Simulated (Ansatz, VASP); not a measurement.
## CaO: VASP beside Ansatz

Contents of INCAR:

```
SYSTEM = CaO
PREC = Accurate ; ENCUT = 600
EDIFF = 1E-7 ; ISMEAR = 0
SIGMA = 0.02 ; LREAL = .False.
LASPH = .True. ; NELM = 100
ALGO = Normal ; ISIF = 3
LWAVE = .False. ; LCHARG = .False.
GGA = PE ; IVDW = 12
IBRION = 2 ; NSW = 70
EDIFFG = -0.02
```

Contents of KPOINTS:

```
regular mesh
0
Gamma
  8 8 8
  0 0 0
```

POSCAR

```
CaO
1.0
    0.0000000000      2.4035560000      2.4035560000
    2.4035560000      0.0000000000      2.4035560000
    2.4035560000      2.4035560000      0.0000000000
Ca O
1 1
Direct
    0.0000000000      0.0000000000      0.0000000000
    0.5000000000      0.5000000000      0.5000000000
```

Input for Ansatz:

```yaml
crystal:
  lattice:
    - [0.0, 2.403556, 2.403556]
    - [2.403556, 0.0, 2.403556]
    - [2.403556, 2.403556, 0.0]
  atoms:
    - { symbol: Ca, position: [0.0, 0.0, 0.0] }
    - { symbol: O, position: [0.5, 0.5, 0.5] }
basis:
  ecutwfc: 420
kpoints:
  mp_grid: { grid: [8, 8, 8] }
hamiltonian:
  xc: pbe
  dispersion: d3bj
scf:
  occupations: { method: gaussian, width: 0.02 }
output:
  forces: true
  stress: true
  eigenvalues: true
relax:
  adjacent_minimum: "off"
  f_tol: 0.02
  max_steps: 50
  cell: { stress_tol: 0.1 }
```

The cell is a database's computed one.

Alike in both runs: task relaxation of cell and atoms; functional PBE; dispersion D3(BJ); k mesh 8 × 8 × 8; occupations gaussian, width 0.02 eV; no spin polarisation.

|  | VASP | Ansatz |
| --- | --- | --- |
| version | VASP 6.6.1 | Ansatz 0.2.0 |
| potentials or method | VASP PAW PBE potentials, release 64 (Ca_sv, O) | scalar-relativistic, plane waves, PAW |
| plane-wave cutoff (eV) | 600 | 420 |
| valence electrons in the cell | 16 | 16 |

```csv
,VASP,Ansatz,Ansatz less VASP
"gap on the k mesh at the Fermi level, each at its own relaxed structure (eV)",3.63,3.65,+0.017
relaxed volume (Å³/atom),13.74,13.69,-0.053
relaxed cell length with the largest relative difference (Å),3.387,3.383,-0.0044
energy change over the relaxation (meV/atom),-1,-1,-0.5
```

A k mesh can miss the band edges. A hybrid or GW would open this gap; PBE tends to underestimate it.
